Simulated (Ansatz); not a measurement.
# SnSe: the crystal squeezed far, part 1 of 2

Aim: compress SnSe (zincblende type) step by step, far beyond the usual range, and follow pressure and electronic structure. The runs shown use PAW. Its runs: cell relaxed at zero pressure (PAW); volume scaled by 1 (PAW); volume scaled by 0.94 (PAW); volume scaled by 0.88 (PAW); volume scaled by 0.8 (PAW); volume scaled by 0.72 (PAW); volume scaled by 0.64 (PAW); volume scaled by 0.55 (PAW and PAW (cutoff 300 eV)).

Program: Ansatz 0.2.0. Level of theory: DFT, r2SCAN, PAW with Ansatz's default frozen-core files, scalar-relativistic. These are calculated values, not measurements.

1 further run of the same task is left out (set aside as unsound or not needed). Runs told in other sessions of the task aren't counted.

### Step 1. The starting structure

It takes space group F-43m (No. 216, cubic). Conventional cell: a = 6.109 Å, b = 6.109 Å, c = 6.109 Å, α = 90.00°, β = 90.00°, γ = 90.00°. Around Sn (site symmetry -43m) lie 4 Se at 2.65 Å. Se (site symmetry -43m) has 4 Sn at 2.65 Å in its first shell of neighbours.

As a file:

```cif
data_structure
_symmetry_space_group_name_H-M 'P 1'
_symmetry_Int_Tables_number 1
_cell_length_a 4.3200
_cell_length_b 4.3200
_cell_length_c 4.3200
_cell_angle_alpha 60.000
_cell_angle_beta 60.000
_cell_angle_gamma 60.000
_cell_volume 57.01
loop_
_atom_site_label
_atom_site_type_symbol
_atom_site_fract_x
_atom_site_fract_y
_atom_site_fract_z
_atom_site_occupancy
Sn1 Sn 0.00000 0.00000 0.00000 1
Se1 Se 0.25000 0.25000 0.25000 1
```

Whether this phase is the stable one at these pressures isn't tested.

Atoms are numbered in the order of the input: Sn1, Se2.

### Step 2. Cell relaxed at zero pressure, PAW

input.yaml

```yaml
crystal:
  lattice:
    - [0.0, 3.0546685047, 3.0546685047]
    - [3.0546685047, 0.0, 3.0546685047]
    - [3.0546685047, 3.0546685047, 0.0]
  atoms:
    - { symbol: Sn, position: [0.0, 0.0, 0.0] }
    - { symbol: Se, position: [0.25, 0.25, 0.25] }
kpoints:
  mp_grid: { grid: [12, 12, 12] }
scf:
  occupations: { method: fermi_dirac, width: 0.1 }
hamiltonian:
  xc: r2scan
  pseudopotentials: { kind: paw }
output:
  forces: true
  stress: true
relax:
  f_tol: 0.005
  max_steps: 40
  cell: {}
```

Launch:

```sh
> ansatz run input.yaml --threads 1 --pin off --max-ram 2048MiB --backend cpu --events-out ev --progress --plain --runs-dir out
```

What it wrote, shortened:

```text
[...]
Pseudopotentials: kind: paw
Pseudopotential: Sn, paw, valence charge 14, recommended cutoff 500 eV (meta_gga)
Pseudopotential: Se, paw, valence charge 16, recommended cutoff 500 eV (meta_gga)
Functional definition: r2SCAN
[...]
Crystal: 2 atoms, lattice volume = 57.006 Å³
Basis set: ecut = 500 eV, 1459 PW (Γ), exchange–correlation on 128×128×128 points (64 copies of the dense FFT grid, shifted against one another)
Bands: 19, of which v1, the nominal top of the filled ones, is band 15 counted from 1 (14 counted from 0)
Symmetry: 24 space group operations
Space group: F-43m (ITA 216), of the structure as read, at distance tolerance 3.8e-5 Å
k-points: 72 of 1728 (time reversal used)
[...]
relax step   1: F+E_penalty+E_count = -11516.27877429 eV  Δ(F+E_penalty+E_count) = +0.000e0 eV  max|allowed force component| = 7.031e-16 eV/Å  Δτ_max = 0.0000 Å  P = +15.226 GPa  Ω = 57.006 Å³  (7 SCF iters, dr2 threshold 1.00e-7 eV, accepted)
[...]
relax step   2: F+E_penalty+E_count = -11516.83162085 eV  Δ(F+E_penalty+E_count) = -5.528e-1 eV  max|allowed force component| = 4.811e-16 eV/Å  Δτ_max = 0.0000 Å  P = +5.957 GPa  Ω = 65.756 Å³  energy of the carried Pulay correction = -3.071e-4 eV  (8 SCF iters, dr2 threshold 2.00e-7 eV, accepted)
[...]
SCF iter   6: F=-11516.988781 eV  HF=-11516.988781 eV  |F-HF|=8.76e-8  |Δ(HF+E_count)|=   3.10e-5  Δρ=1.52e-5  dr2=1.05e-7  dr2_τ=6.72e-9  ethr=6.67e-10  ⟨swp⟩=5.0  Hψ=6937  notcnv=0
```

### Step 3. The log goes on: cell relaxed at zero pressure

The log, continued, shortened:

```text
[...]
relax step   3: F+E_penalty+E_count = -11516.98878086 eV  Δ(F+E_penalty+E_count) = -1.572e-1 eV  max|allowed force component| = 5.181e-16 eV/Å  Δτ_max = 0.0000 Å  P = +1.388 GPa  Ω = 72.929 Å³  energy of the carried Pulay correction = -5.283e-4 eV  (6 SCF iters, dr2 threshold 2.00e-7 eV, accepted)
[...]
  cell:  # Å, volume = 75.8613 Å³
    - [2.560761381171336e-33, 3.359928392012639, 3.359928392012639]
    - [3.359928392012639, -9.878483517483489e-33, 3.359928392012639]
    - [3.359928392012639, 3.359928392012639, -9.980391320770485e-33]
  atoms:
    - { symbol: Sn, position: [1.9860352491556533e-33, -1.7128240508591086e-33, -2.490425153703121e-33] }
    - { symbol: Se, position: [0.25, 0.25, 0.25] }
```

Run time: 3.7 min. Hardware: 1 thread of Intel Xeon at 2.50GHz (Skylake/Cascade Lake), shared host; peak memory 0.66 GiB.

The steps of the relaxation:

| step | energy from step 1 (eV/cell) | largest force component (eV/Å) | pressure (GPa) | volume (Å³) |
| --- | --- | --- | --- | --- |
| 1 | 0.0000 | 0.0000 | 15.23 | 57.01 |
| 2 | -0.5528 | 0.0000 | 5.96 | 65.76 |
| 3 | -0.7100 | 0.0000 | 1.39 | 72.93 |
| 4 | -0.7223 | 0.0000 | 0.00 | 75.86 |
| 5 | -0.7240 | 0.0000 | 0.02 | 75.86 |

Step 1 is the start. Step 5 repeats the geometry before on a plane-wave basis chosen anew for that cell, so the energy can jump there without any move; the table keeps such jumps.

| input's cell | before | after | change |
| --- | --- | --- | --- |
| a (Å) | 4.320 | 4.752 | +10.0 % |
| b (Å) | 4.320 | 4.752 | +10.0 % |
| c (Å) | 4.320 | 4.752 | +10.0 % |
| volume (Å³/atom) | 28.50 | 37.93 | +33.1 % |

### Step 4. Volume scaled by 1, PAW

input.yaml

```yaml
crystal:
  lattice:
    - [0.0, 3.359928392, 3.359928392]
    - [3.359928392, 0.0, 3.359928392]
    - [3.359928392, 3.359928392, 0.0]
  atoms:
    - { symbol: Sn, position: [0.0, 0.0, 0.0] }
    - { symbol: Se, position: [0.25, 0.25, 0.25] }
kpoints:
  mp_grid: { grid: [12, 12, 12] }
  band_path:
    path:
      - [0.0, 0.0, 0.0]
      - [-0.5, -0.5, 0.0]
      - [-0.375, -0.375, 0.25]
      - [-0.375, 0.0, 0.375]
      - [0.0, 0.0, 0.0]
      - [0.0, 0.0, 0.5]
      - [-0.5, -0.25, 0.25]
      - [-0.5, -0.5, 0.0]
    npoints: 8
scf:
  occupations: { method: fermi_dirac, width: 0.1 }
hamiltonian:
  xc: r2scan
  pseudopotentials: { kind: paw }
output:
  forces: true
  stress: true
  eigenvalues: true
  populations: true
  dos: { projected: true, de: 0.2, e_range: [-14, 8] }
```

Launch:

```sh
> ansatz run input.yaml --threads 1 --pin off --max-ram 2048MiB --backend cpu --events-out ev --progress --plain --runs-dir out
```

What it wrote:

```text
Engine: ansatz 0.2.0
[... 4 set-up lines as earlier in the session ...]
  parameter k0 = 0.174
  parameter k1 = 0.065
  parameter a1 = 4.9479
  exchange = r2scan_x(k0 = k0, k1 = k1, a1 = a1)
  correlation = r2scan_c
Crystal: 2 atoms, lattice volume = 75.861 Å³
Basis set: ecut = 500 eV, 1917 PW (Γ), exchange–correlation on 144×144×144 points (64 copies of the dense FFT grid, shifted against one another)
Bands: 19, of which v1, the nominal top of the filled ones, is band 15 counted from 1 (14 counted from 0)
[... 1 set-up line as earlier in the session ...]
Space group: F-43m (ITA 216), of the structure as read, at distance tolerance 4.2e-5 Å
k-points: 72 of 1728 (time reversal used)
Non-local potential: Sn, projectors of the file, l = 0: 2, l = 1: 2, l = 2: 2, l = 3: 2
Non-local potential: Se, projectors of the file, l = 0: 2, l = 1: 2, l = 2: 3, l = 3: 1
PAW form: soft (Blöchl's): semilocal exchange-correlation on the pseudo side does not see the compensation charge
PAW frozen core: Sn, regenerated for the run's functional (the file was generated under x = pbe(κ = 0.804, μ = 0.2195149727645171), c = pbe(β = 0.06672455060314922))
PAW frozen core: Se, regenerated for the run's functional (the file was generated under x = pbe(κ = 0.804, μ = 0.2195149727645171), c = pbe(β = 0.06672455060314922))
PAW one-centre angular grid: Sn, 590 points (default); XC on 249 of its mesh's 2787 points in the sphere
PAW one-centre angular grid: Se, 590 points (default); XC on 160 Gauss nodes
Initial density: superposition of atomic densities (neutral atoms: chi_scale 0, normalization atom), corrected by the library's trained network
Initial wavefunctions: pseudopotential atomic-orbital guess
Functional: x = r2scan, c = r2scan; τ floored in thin density (d = 2e-4 eV/Å³)
SCF iter   1: F=—  HF=-11517.009890 eV  |F-HF|=—  |Δ(HF+E_count)|=         —  Δρ=5.44e-3  dr2=4.24e-2  dr2_τ=2.80e-3  ethr=1.77e-3  ⟨swp⟩=5.7  Hψ=6735  notcnv=0
preconditioner: auto → none  [metal: Δε(μ)=0.135 eV  Ē_g=9.234 eV  σ=0.100 eV  W_gap=0.32  n_scr=14 (ndim 8)  ℏωp=13.5 eV  f_vac=0.190  D(μ)=0.19/eV (n_scr^D=0)  sad-step TF]
SCF iter   2: F=—  HF=-11517.004741 eV  |F-HF|=—  |Δ(HF+E_count)|=   5.15e-3  Δρ=2.67e-3  dr2=1.17e-2  dr2_τ=1.90e-4  ethr=1.41e-4  ⟨swp⟩=3.0  Hψ=3292  notcnv=0
SCF iter   3: F=—  HF=-11517.002887 eV  |F-HF|=—  |Δ(HF+E_count)|=   1.85e-3  Δρ=9.75e-4  dr2=6.55e-4  dr2_τ=2.64e-5  ethr=3.91e-5  ⟨swp⟩=2.0  Hψ=1698  notcnv=0
SCF iter   4: F=—  HF=-11517.002804 eV  |F-HF|=—  |Δ(HF+E_count)|=   8.31e-5  Δρ=2.68e-4  dr2=8.94e-5  dr2_τ=2.01e-6  ethr=2.18e-6  ⟨swp⟩=2.0  Hψ=2090  notcnv=0
SCF iter   5: F=—  HF=-11517.002818 eV  |F-HF|=—  |Δ(HF+E_count)|=   1.46e-5  Δρ=1.16e-4  dr2=9.00e-6  dr2_τ=1.82e-7  ethr=2.98e-7  ⟨swp⟩=2.7  Hψ=2238  notcnv=0
SCF iter   6: F=—  HF=-11517.002821 eV  |F-HF|=—  |Δ(HF+E_count)|=   2.25e-6  Δρ=2.14e-5  dr2=2.95e-7  dr2_τ=7.78e-9  ethr=3.00e-8  ⟨swp⟩=2.0  Hψ=2090  notcnv=0
SCF iter   7: F=-11517.002821 eV  HF=-11517.002821 eV  |F-HF|=1.82e-11  |Δ(HF+E_count)|=   2.53e-7  Δρ=2.85e-6  dr2=1.18e-8  dr2_τ=1.46e-10  ethr=3.33e-10  ⟨swp⟩=6.5  Hψ=6102  notcnv=0
SCF 1 converged in 7 iterations: F = -11517.002821 eV  dr2 = 1.18e-8
NSCF: frozen V_eff on 57 k-points
SCF converged after 7 iterations
Free energy (F): -11517.002821 eV
Harris-Foulkes:  -11517.002821 eV  (|F-HF|=1.82e-11)
Internal energy: -11516.992946 eV  (E = F + TS)
E sigma→0 (E₀):  -11516.997884 eV
Entropy (-TS):   -0.009875 eV (-4.937 meV/atom)
Fermi energy:    5.507905 eV
--- Per-component energies (eV) ---
  E_band       = -605.363412
  E_kinetic    = 302.119550
  E_local      = -4131.501846  (includes V_loc(G=0)·N_el)
  E_nonlocal   = -628.901472
  E_hartree    = 2100.153067
  E_xc         = -473.238101
  E_vxc        = -210.396551  (∫ρ·V_xc dr)
  E_paw        = -6079.290631  (= ΣΔE_a)
  E_vpaw       = -149.122262  (= ΣTr[D̂ρ^β])
  E_aug_tail   = -0.000210  (compensation charges beyond the density's cutoff)
  E_vtau       = 12.136296  (kinetic-family band-sum trace: ∫τ·v_τ [+ j·A + Jᵃ·Aᵃ] dr)
  E_ewald      = -2605.303852
  E_core_change = -1.029450  (= ΣΔE_core)
  E_smearing   = -0.009875  (= −TS)
  E_closure    = -0.000000  (closes the sum)
  Σ components = -11517.002821   (vs F -11517.002821, Δ=0.00e0)
--- Forces (eV/Å), atoms counted from 1 ---
  atom   1  Sn    -0.00000000     0.00000000    -0.00000000
  atom   2  Se     0.00000000    -0.00000000     0.00000000
  max |Σ_I F_I| component: 3.52e-16 eV/Å
--- Stress (GPa, compression-positive) ---
        0.018221       0.000000      -0.000000
       -0.000000       0.018221       0.000000
       -0.000000       0.000000       0.018221
  P = ⅓ Tr σ = 0.0182 GPa (0.182 kbar)
--- Band table (eV; the first three rows and the last of 72) ---
  k-point 0: bands = ["-43.0776", "-43.0776", "-43.0776", "-43.0755", "-43.0755", "-17.1435", "-17.1435", "-17.1435", "-17.1291", "-17.1291", "-8.4964", "0.0808", "2.9025", "2.9025", "2.9025", "7.0132", "7.0132", "7.0132", "10.4304"]
  k-point 1: bands = ["-43.0776", "-43.0776", "-43.0776", "-43.0755", "-43.0755", "-17.1438", "-17.1433", "-17.1433", "-17.1291", "-17.1291", "-8.4675", "-0.1177", "2.8590", "2.8590", "3.0154", "6.9935", "7.0908", "7.0908", "10.7253"]
  k-point 2: bands = ["-43.0776", "-43.0776", "-43.0776", "-43.0755", "-43.0755", "-17.1446", "-17.1427", "-17.1427", "-17.1290", "-17.1290", "-8.3859", "-0.5843", "2.7477", "2.7477", "3.2076", "7.0806", "7.2864", "7.2864", "11.3872"]
  k-point 71: bands = ["-43.0776", "-43.0776", "-43.0776", "-43.0755", "-43.0755", "-17.1504", "-17.1393", "-17.1364", "-17.1299", "-17.1278", "-7.8178", "-2.2942", "1.3583", "1.4543", "5.4668", "7.2261", "7.6832", "9.5297", "11.0949"]
--- Löwdin populations: 2 sites ---
  site symbol       q [e]
     0     Sn     13.5627
     1     Se     16.3772
  spilling = 0.002002 (of n_electrons = 30.000000)
```

Run time: 56 s. Hardware: 1 thread of Intel Xeon at 2.50GHz (Skylake/Cascade Lake), shared host; peak memory 0.63 GiB.

Result: pressure 0.02 GPa; gap 0.04 eV, indirect from W to X.

Levels at the path's labelled points, in eV from the valence-band top:

| point | band 12 | band 13 | band 14 | band 15 | band 16 | band 17 | band 18 |
| --- | --- | --- | --- | --- | --- | --- | --- |
| Γ | -5.39 | -2.56 | -2.56 | -2.56 | 1.55 | 1.55 | 1.55 |
| X | -7.80 | -3.81 | -3.81 | -0.70 | 0.04 | 4.58 | 4.58 |
| U | -7.74 | -4.26 | -3.60 | -0.54 | 1.26 | 3.56 | 3.83 |
| K | -7.74 | -4.26 | -3.60 | -0.54 | 1.26 | 3.56 | 3.83 |
| Γ | -5.39 | -2.56 | -2.56 | -2.56 | 1.55 | 1.55 | 1.55 |
| L | -7.51 | -3.10 | -3.10 | -2.27 | 2.34 | 2.34 | 3.49 |
| W | -7.76 | -4.11 | -4.01 | 0.00 | 1.76 | 2.22 | 4.06 |
| X | -7.80 | -3.81 | -3.81 | -0.70 | 0.04 | 4.58 | 4.58 |

States per cell in windows of 1 eV (zero at the valence-band top; grid of 0.20 eV, so sharp peaks spill over the borders):

| from | to | total | Se 4p | Sn 5p | Sn 5s |
| --- | --- | --- | --- | --- | --- |
| -10 | -9 | 0.00 | 0.00 | 0.00 | 0.00 |
| -9 | -8 | 0.00 | 0.00 | 0.00 | 0.00 |
| -8 | -7 | 1.59 | 0.42 | 0.03 | 1.10 |
| -7 | -6 | 0.36 | 0.08 | 0.01 | 0.24 |
| -6 | -5 | 0.05 | 0.01 | 0.00 | 0.03 |
| -5 | -4 | 0.57 | 0.36 | 0.20 | 0.00 |
| -4 | -3 | 2.95 | 2.08 | 0.83 | 0.02 |
| -3 | -2 | 0.56 | 0.44 | 0.10 | 0.01 |
| -2 | -1 | 0.80 | 0.45 | 0.15 | 0.15 |
| -1 | 0 | 1.13 | 0.70 | 0.13 | 0.26 |
| 0 | 1 | 0.40 | 0.03 | 0.31 | 0.01 |
| 1 | 2 | 1.32 | 0.19 | 0.97 | 0.03 |
| 2 | 3 | 2.25 | 0.50 | 1.51 | 0.02 |
| 3 | 4 | 1.62 | 0.42 | 0.99 | 0.01 |
| 4 | 5 | 0.41 | 0.11 | 0.24 | 0.00 |

### Step 5. Volume scaled by 0.94, PAW

input.yaml

```yaml
crystal:
  lattice:
    - [0.0, 3.2913391791, 3.2913391791]
    - [3.2913391791, 0.0, 3.2913391791]
    - [3.2913391791, 3.2913391791, 0.0]
  atoms:
    - { symbol: Sn, position: [0.0, 0.0, 0.0] }
    - { symbol: Se, position: [0.25, 0.25, 0.25] }
kpoints:
  mp_grid: { grid: [12, 12, 12] }
scf:
  occupations: { method: fermi_dirac, width: 0.1 }
hamiltonian:
  xc: r2scan
  pseudopotentials: { kind: paw }
output:
  forces: true
  stress: true
  eigenvalues: true
  populations: true
```

Launch:

```sh
> ansatz run input.yaml --threads 1 --pin off --max-ram 2048MiB --backend cpu --events-out ev --progress --plain --runs-dir out
```

What it wrote, shortened:

```text
[...]
[... 4 set-up lines as earlier in the session ...]
[...]
Crystal: 2 atoms, lattice volume = 71.310 Å³
Basis set: ecut = 500 eV, 1837 PW (Γ), exchange–correlation on 144×144×144 points (64 copies of the dense FFT grid, shifted against one another)
[...]
  P = ⅓ Tr σ = 2.2773 GPa (22.773 kbar)
--- Band table (eV; the first three rows and the last of 72) ---
  k-point 0: bands = ["-42.5517", "-42.5517", "-42.5517", "-42.5490", "-42.5490", "-16.4491", "-16.4491", "-16.4491", "-16.4285", "-16.4285", "-8.1693", "0.9479", "3.4117", "3.4117", "3.4117", "7.6939", "7.6939", "7.6939", "11.2318"]
[...]
--- Löwdin populations: 2 sites ---
  site symbol       q [e]
     0     Sn     13.5834
     1     Se     16.3482
  spilling = 0.002279 (of n_electrons = 30.000000)
```

Run time: 48 s. Hardware: 1 thread of Intel Xeon at 2.50GHz (Skylake/Cascade Lake), shared host; peak memory 0.63 GiB.

Result: pressure 2.28 GPa; no gap.

### Step 6. Volume scaled by 0.88, PAW

Changes to input.yaml since step 5:

```diff
@@ -2,5 +2,5 @@
   lattice:
-    - [0.0, 3.2913391791, 3.2913391791]
-    - [3.2913391791, 0.0, 3.2913391791]
-    - [3.2913391791, 3.2913391791, 0.0]
+    - [0.0, 3.2197655232, 3.2197655232]
+    - [3.2197655232, 0.0, 3.2197655232]
+    - [3.2197655232, 3.2197655232, 0.0]
   atoms:
```

Launch:

```sh
> ansatz run input.yaml --threads 1 --pin off --max-ram 2048MiB --backend cpu --events-out ev --progress --plain --runs-dir out
```

What it wrote, shortened:

```text
[...]
[... 4 set-up lines as earlier in the session ...]
[...]
Crystal: 2 atoms, lattice volume = 66.758 Å³
Basis set: ecut = 500 eV, 1687 PW (Γ), exchange–correlation on 144×144×144 points (64 copies of the dense FFT grid, shifted against one another)
[...]
  P = ⅓ Tr σ = 5.2096 GPa (52.096 kbar)
--- Band table (eV; the first three rows and the last of 72) ---
  k-point 0: bands = ["-41.9738", "-41.9738", "-41.9738", "-41.9704", "-41.9704", "-15.6875", "-15.6875", "-15.6875", "-15.6586", "-15.6586", "-7.8151", "1.9287", "3.9889", "3.9889", "3.9889", "8.4528", "8.4528", "8.4528", "12.1435"]
[...]
--- Löwdin populations: 2 sites ---
  site symbol       q [e]
     0     Sn     13.6073
     1     Se     16.3133
  spilling = 0.002646 (of n_electrons = 30.000000)
```

Wall time 44 s (1 thread of Intel Xeon at 2.50GHz (Skylake/Cascade Lake), shared host); peak memory 0.62 GiB.

Read from it: pressure 5.21 GPa; no gap.

### Step 7. Volume scaled by 0.8, PAW

Changes to input.yaml since step 6:

```diff
@@ -2,5 +2,5 @@
   lattice:
-    - [0.0, 3.2197655232, 3.2197655232]
-    - [3.2197655232, 0.0, 3.2197655232]
-    - [3.2197655232, 3.2197655232, 0.0]
+    - [0.0, 3.1190812212, 3.1190812212]
+    - [3.1190812212, 0.0, 3.1190812212]
+    - [3.1190812212, 3.1190812212, 0.0]
   atoms:
@@ -20 +20,5 @@
   populations: true
+  write_density: true
+  write_potential: true
+  elf: true
+  volumetric_format: npy
```

Launch:

```sh
> ansatz run input.yaml --threads 1 --pin off --max-ram 2048MiB --backend cpu --events-out ev --progress --plain --runs-dir out
```

What it wrote, shortened:

```text
[...]
[... 4 set-up lines as earlier in the session ...]
[...]
Crystal: 2 atoms, lattice volume = 60.689 Å³
Basis set: ecut = 500 eV, 1471 PW (Γ), exchange–correlation on 144×144×144 points (64 copies of the dense FFT grid, shifted against one another)
[...]
  P = ⅓ Tr σ = 10.6387 GPa (106.387 kbar)
--- Band table (eV; the first three rows and the last of 72) ---
  k-point 0: bands = ["-41.0900", "-41.0900", "-41.0900", "-41.0853", "-41.0853", "-14.5471", "-14.5471", "-14.5471", "-14.5026", "-14.5026", "-7.2811", "3.4585", "4.9007", "4.9007", "4.9007", "9.6183", "9.6183", "9.6183", "13.5748"]
[...]
--- Löwdin populations: 2 sites ---
  site symbol       q [e]
     0     Sn     13.6417
     1     Se     16.2590
  spilling = 0.003309 (of n_electrons = 30.000000)
```

Wall time 45 s (1 thread of Intel Xeon at 2.50GHz (Skylake/Cascade Lake), shared host); peak memory 0.64 GiB.

Read from it: pressure 10.64 GPa; no gap.

The fields are shown in the conventional cell of this run's space group, carried over from its grid by interpolation.

Density in a lattice plane of the grid's cell (edges 6.24 and 6.24 Å, at 0.000 of the third edge), which holds Sn.

Values in e/Å³, 12 rows by 12 columns:
```
 5.07  1.85  0.30  0.09  0.04  0.02  0.02  0.02  0.04  0.09  0.30  1.85
 0.46  0.30  0.16  0.10  0.07  0.04  0.03  0.04  0.07  0.10  0.16  0.30
 0.09  0.09  0.10  0.11  0.10  0.09  0.09  0.09  0.10  0.11  0.10  0.09
 0.03  0.04  0.07  0.10  0.16  0.30  0.46  0.30  0.16  0.10  0.07  0.04
 0.02  0.02  0.04  0.09  0.30  1.85  5.07  1.85  0.30  0.09  0.04  0.02
 0.01  0.02  0.03  0.09  0.46  5.07 16.52  5.07  0.46  0.09  0.03  0.02
 0.02  0.02  0.04  0.09  0.30  1.85  5.07  1.85  0.30  0.09  0.04  0.02
 0.03  0.04  0.07  0.10  0.16  0.30  0.46  0.30  0.16  0.10  0.07  0.04
 0.09  0.09  0.10  0.11  0.10  0.09  0.09  0.09  0.10  0.11  0.10  0.09
 0.46  0.30  0.16  0.10  0.07  0.04  0.03  0.04  0.07  0.10  0.16  0.30
 5.07  1.85  0.30  0.09  0.04  0.02  0.02  0.02  0.04  0.09  0.30  1.85
16.52  5.07  0.46  0.09  0.03  0.02  0.01  0.02  0.03  0.09  0.46  5.07
```
Columns run along the first of these edges and rows up along the second, over one cell in 12 and 12 even steps from the bottom left corner. Atoms in the plane (fractional): Sn at (0.00, 0.00), Sn at (0.50, 0.50).

ELF in the same plane.

Ten even steps from ' ' (0.00) to '@' (0.36):
```
  ..==@@@@%%++--....          ....--++%%@@@@==..
++**%%@@%%##++==--::..      ..::--==++##%%@@%%**
@@@@%%%%%%##****++--::......::--++****##%%%%@@@@
%%%%%%######%%%%##==--::::::--==##%%%%######%%%%
++++++++##@@@@@@##++++++++++++++##@@@@@@##++++++
::::--==##%%%%######%%%%%%%%%%######%%%%##==--::
....::--++****##%%%%%%@@@@@@@@%%%%##****++--::..
    ..::--==++##%%@@%%**++**%%@@%%##++==--::..  
      ....--++%%@@@@==..  ..==@@@@%%++--....    
        ..::++%%@@%%::      ::%%@@%%++::..      
      ....--++%%@@@@==..  ..==@@@@%%++--....    
    ..::--==++##%%@@%%**++**%%@@%%##++==--::..  
....::--++****##%%%%@@@@@@@@%%%%%%##****++--::..
::::--==##%%%%######%%%%%%%%%%######%%%%##==--::
++++++++##@@@@@@##++++++++++++++##@@@@@@##++++++
%%%%%%######%%%%##==--::::::--==##%%%%######%%%%
@@@@@@%%%%##****++--::......::--++****##%%%%%%@@
++**%%@@%%##++==--::..      ..::--==++##%%@@%%**
  ..==@@@@%%++--....          ....--++%%@@@@==..
    ::%%@@%%++::..              ..::++%%@@%%::  
```
Columns run along the first of these edges and rows up along the second, over one cell in 24 and 20 even steps from the bottom left corner. Atoms in the plane (fractional): Sn at (0.00, 0.00), Sn at (0.50, 0.50).

Both are smooth fields of the valence electrons: close to the nuclei they are not physical.

Outside the cores ELF peaks at 0.79 in the shell around Se, 0.8 Å from Se.

(Continued in part 2 of 2.)
